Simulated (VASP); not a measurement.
# BAs: optical spectrum, part 3 of 3

Aim: the dielectric function of BAs for independent particles, and its static limit with local fields. The cell is of the zinc-blende type, one of the forms listed for this formula. The start is a cell from a database of measured crystal structures.

VASP 6.6.1, plane waves and PAW; the level of theory is named at each step.

So far, mean electronic dielectric tensor with local fields: step 4 (static response with local fields) 9.77.

## (5) Spectrum at r2SCAN

This step: r2SCAN; plane waves and PAW (As, B) (VASP 6.6.1).

The spectrum is made again with r2SCAN.

Contents of INCAR:

```
SYSTEM = BAs
PREC = Accurate
ENCUT = 420
EDIFF = 1E-07
NELM = 100
ISMEAR = 0
SIGMA = 0.05
LREAL = .FALSE.
ALGO = Normal
METAGGA = R2SCAN
LASPH = .TRUE.
NBANDS = 16
LWAVE = .FALSE.
LCHARG = .FALSE.
KPAR = 4
LOPTICS = .TRUE.
NEDOS = 2000
CSHIFT = 0.1
```

Contents of POSCAR:

```
BAs
1.0
    0.0000000000      2.3885000000      2.3885000000
    2.3885000000      0.0000000000      2.3885000000
    2.3885000000      2.3885000000      0.0000000000
As B
1 1
Direct
    0.7500000000      0.7500000000      0.7500000000
    0.0000000000      0.0000000000      0.0000000000
```

Contents of KPOINTS:

```
Automatic mesh
0
Gamma
12 12 12
0 0 0
```

The projector-augmented-wave data sets are As and B (PBE family, release 64).

Started as:

```
$ mpirun -np 4 vasp_std
```

What it wrote:

```text
[banner, memory and clock lines left out]
running    4 mpi-ranks, on    1 nodes
 distrk:  each k-point on    1 cores,    4 groups
 distr:  one band on    1 cores,    1 groups

 POSCAR found type information on POSCAR AsB
 POSCAR found :  2 types and       2 ions
|                                                                             |
|               ----> ADVICE to this user running VASP <----                  |
|                                                                             |
|     You enforced a specific xc type in the INCAR file but a different       |
|     [... a line on the potential file left out ...]
|     I HOPE YOU KNOW WHAT YOU ARE DOING!                                     |
|                                                                             |

 LDA part: xc-table for (None), standard interpolation
 POSCAR, INCAR and KPOINTS ok, starting setup
 FFT: planning ... GRIDC
 FFT: planning ... GRID_SOFT
 FFT: planning ... GRID
 WAVECAR not read
 entering main loop
       N       E                     dE             d eps       ncg     rms          rms(c)
DAV:   1    -0.121479384472E+01   -0.12148E+01   -0.31561E+03  2304   0.380E+02
DAV:   2    -0.233192916068E+02   -0.22104E+02   -0.21331E+02  3152   0.853E+01
DAV:   3    -0.238493140433E+02   -0.53002E+00   -0.52949E+00  2688   0.111E+01
DAV:   4    -0.238501065041E+02   -0.79246E-03   -0.79245E-03  3024   0.513E-01
DAV:   5    -0.238501074711E+02   -0.96698E-06   -0.96698E-06  2664   0.175E-02    0.499E+00
DAV:   6    -0.222895890727E+02    0.15605E+01   -0.80407E-01  2688   0.337E+00    0.277E+00
DAV:   7    -0.222559831764E+02    0.33606E-01   -0.15814E-01  2976   0.153E+00    0.980E-01
DAV:   8    -0.222540129932E+02    0.19702E-02   -0.12911E-02  2864   0.626E-01    0.931E-02
DAV:   9    -0.222542179172E+02   -0.20492E-03   -0.54304E-04  2720   0.110E-01    0.468E-02
DAV:  10    -0.222542531347E+02   -0.35218E-04   -0.32976E-05  2768   0.310E-02    0.123E-02
DAV:  11    -0.222542530703E+02    0.64404E-07   -0.49657E-06  2944   0.125E-02    0.461E-03
DAV:  12    -0.222542534823E+02   -0.41206E-06   -0.11428E-07  2648   0.195E-03    0.119E-03
DAV:  13    -0.222542537481E+02   -0.26581E-06   -0.33020E-08  1656   0.875E-04    0.800E-04
DAV:  14    -0.222542537437E+02    0.44142E-08   -0.10093E-09  1304   0.175E-04
   1 F= -.22254254E+02 E0= -.22254254E+02  d E =-.599113E-11
 optical routines
 imaginary and real dielectric function
 direction            1
 direction            2
 direction            3
```

It took 39 s on 4 MPI ranks of AMD EPYC 7R43, shared host; peak memory 0.56 GiB.

OUTCAR, selected parts (step 5):

```text
   NELECT =       8.0000    total number of electrons

 E-fermi :   6.2235

 k-point     1 :       0.0000    0.0000    0.0000
  band No.  band energies     occupation
      1     -10.1347      2.00000
      2       6.0240      2.00000
      3       6.0240      2.00000
      4       6.0240      2.00000
      5       9.4690      0.00000
      6       9.4690      0.00000
      7       9.4690      0.00000
      8      11.1767      0.00000
      9      16.4037      0.00000
    ...

  Total        0.1489770      0.1489770      0.1489770     -0.0000000      0.0000000     -0.0000000
  in kB        8.7583878      8.7583878      8.7583878     -0.0000000      0.0000000     -0.0000000
  external PRESSURE =       8.7583878 kB  Pullay stress =       0.0000000 kB

 POSITION                                       TOTAL-FORCE (eV/Angst)
 -----------------------------------------------------------------------------------
      3.58275      3.58275      3.58275        -0.000000      0.000000     -0.000000
      0.00000      0.00000      0.00000         0.000000     -0.000000      0.000000
 -----------------------------------------------------------------------------------
    total drift:                               -0.000000     -0.000000     -0.000000

  FREE ENERGIE OF THE ION-ELECTRON SYSTEM (eV)
  ---------------------------------------------------
  free  energy   TOTEN  =       -22.2542537437 eV

  energy  without entropy=      -22.2542537437  energy(sigma->0) =      -22.25425374

 plasma frequency squared (from intraband transitions) (eV^2)
  --------------------------------------------------------------------------------------
       0.000       0.000      -0.000
       0.000       0.000       0.000
      -0.000       0.000       0.000

[... 8 parts as in an earlier step ...]

[... 8 further parts left out ...]
```

The PAW data sets were made with PBE, which is usual practice but a small mismatch for other functionals.

Numbers from this step:

```yaml
free_energy_toten: -22.25 eV
fermi_energy: 6.223 eV
pressure: 0.8758 GPa
gap_on_the_k_mesh: 1.380 eV
least_direct_gap_on_the_k_mesh: 3.445 eV
```

The imaginary dielectric function, xx has structure finer than the step of the table below, so its rows give means over 0.5 eV, whole bins alone (the curve runs from 0 to 25.0 eV). Peaks (eV: height): 5.99: 39.6, 7.01: 26.4.

Absorption under the direct gap is the tail of the CSHIFT broadening, and fine structure depends on the mesh. The imaginary dielectric function, xx by photon energy; means over each step:

```
photon energy (eV)  imaginary dielectric function, xx
               0.5                             0.0251
               1.0                             0.0534
               1.5                             0.0890
               2.0                              0.140
               2.5                              0.226
               3.0                              0.456
               3.5                               1.83
               4.0                               6.21
               4.5                               9.26
               5.0                               13.7
               5.5                               17.8
               6.0                               28.2
               6.5                               14.5
               7.0                               20.4
               7.5                               9.56
               8.0                               7.02
               8.5                               4.66
               9.0                               3.66
               9.5                               5.28
              10.0                               3.03
              10.5                               2.44
              11.0                               1.44
              11.5                               1.54
              12.0                               1.83
              12.5                               1.51
              13.0                               1.43
              13.5                               1.00
              14.0                               1.03
              14.5                               1.02
              15.0                              0.803
              15.5                              0.693
              16.0                              0.665
              16.5                              0.575
              17.0                              0.491
              17.5                              0.536
              18.0                              0.423
              18.5                              0.409
              19.0                              0.372
              19.5                              0.387
              20.0                              0.335
              20.5                              0.347
              21.0                              0.248
              21.5                              0.215
              22.0                              0.212
              22.5                              0.189
              23.0                              0.127
              23.5                              0.104
              24.0                              0.143
              24.5                             0.0954
```

Real dielectric function, xx against photon energy:

photon energy (eV), real dielectric function, xx and a bar from the least value:
```
        0        9.3 #####################
        1        9.5 ######################
        2       10.4 #######################
        3       12.8 ##########################
        4       16.4 ##############################
        5       14.4 ############################
        6       -1.7 ########
        7       -4.0 #####
        8       -8.5 
        9       -3.4 ######
       10       -3.8 ######
       11       -2.9 #######
       12       -1.4 #########
       13       -1.8 ########
       14       -1.2 #########
       15       -1.3 #########
       16       -0.8 #########
       17       -0.6 ##########
       18       -0.5 ##########
       19       -0.3 ##########
       20       -0.2 ##########
       21       -0.1 ##########
       22        0.0 ##########
       23        0.0 ##########
       24        0.1 ##########
```

## (6) Outcome

| Property | Result |
| --- | --- |
| PBE, independent particles | eps xx at zero frequency 10.1, centre of weight of eps2 xx, over the range kept, at 6.88 eV, mesh 12×12×12 |
| r2SCAN, independent particles | eps xx at zero frequency 9.26, centre of weight of eps2 xx, over the range kept, at 7.35 eV, mesh 12×12×12 |
| PBE, with local fields | eps 9.77, 9.77, 9.77 |

In words: Local fields, and the bands above those summed, take the mean static value from 10.1 to 9.77. Excitons and quasiparticle shifts are absent, so the onset can't be set against measurement and its shape can differ. Spin-orbit coupling is left out; with As in the cell it can split or shift band edges, by an amount that depends on which atoms form them and isn't tested here. The given cell is kept, although it stands at +3.5 GPa at PBE and ENCUT = 420 eV, which holds the mismatch of the given cell with this functional and any basis-set error.

[Lines on the potential files, build, host, timing and source positions are cut from VASP's logs without a mark.]

[Logs are printed without paths, hosts, clocks, repeated set-up lines and the standing remarks that a program may print on its own settings, such as how far it seeks lower states.]

[Hosts, paths, dates, database ids (printed as entryN), source tags and the programs' standing remarks are cut or masked in the printed files.]
